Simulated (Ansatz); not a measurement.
Compressing GaAs: a fit and a missing row

GaAs, F-43m, a = 5.745 Å. Ansatz: PBE, PAW, 420 eV, Γ-centred 12×12×12 mesh on 2 atoms, Gaussian smearing 0.02 eV; no spin polarisation. Symmetry fixes shape and atoms, so the cell is only scaled; pressure is positive in compression.

```tsv
V (Å³/atom)	P (GPa)
20.862	?
21.573	7.16
22.284	4.36
22.995	1.99
23.706	0.00
24.418	-1.65
25.129	-3.06
26.077	-4.60
```

Question: Take V0 = 23.706 Å³/atom, fit the third-order Birch–Murnaghan form to the other rows, and predict the missing pressure.

Answer: With the Eulerian strain f = ½[(V0/V)^(2/3) − 1] and y = P/[3f(1 + 2f)^(5/2)], the form is the line y = B0 + 1.5 B0 (B0′ − 4) f. Rows (f, y): 0.03244, 62.9; 0.02105, 62.3; 0.01025, 61.5; -0.00977, 59.1; -0.01906, 59.0; -0.03079, 58.4. Means f = 0.0006867, y = 60.533; Σ(Δf)² = 0.003004, ΣΔfΔy = 0.2328; the slope is their ratio. y = 60.48 + 77.48 f GPa, so B0 = 60.5 GPa and B0′ = 4 + 2 × (77.48)/(3 × 60.48) = 4.85. At V = 20.862, f = 0.04447, y = 63.93 and P = 10.55 GPa. The run gave 10.49 GPa, so the fit is 0.06 GPa too high, a small miss on the scale of the series.